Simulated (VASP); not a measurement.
A run of VASP 6.6.1:

INCAR

```
ALGO = Normal
EDIFF = 1E-6
ENCUT = 520
GGA = PE
ISIF = 2
ISMEAR = 0
LASPH = T
LCHARG = F
LREAL = F
LWAVE = F
NBANDS = 12
NELM = 100
PREC = Accurate
SIGMA = 0.05
```

Contents of KPOINTS:

```
k-points
0
Gamma
  10 10 10
```

The input POSCAR:

```
Cu
1.0
   -1.4326306573      1.4326306573      1.4326306573
    1.4326306573     -1.4326306573      1.4326306573
    1.4326306573      1.4326306573     -1.4326306573
Cu
1
Direct
    0.0000000000      0.0000000000      0.0000000000
```

Potentials or basis: VASP PAW PBE potentials, release 64 (Cu).

The run is started by

```bash
$ cat potpaw_PBE.64/Cu/POTCAR > POTCAR
$ mpirun -np 1 vasp_std > vasp.out
```

Hardware: 1 thread of AMD EPYC 9R14 (Zen 4) (shared host).

Question: How long does it take, and how much memory?

Answer: Run time: 3.9 s on 1 thread of AMD EPYC 9R14 (Zen 4), with other jobs on the host, peak memory 0.09 GiB. Counts: scf iterations 12, k points 47.
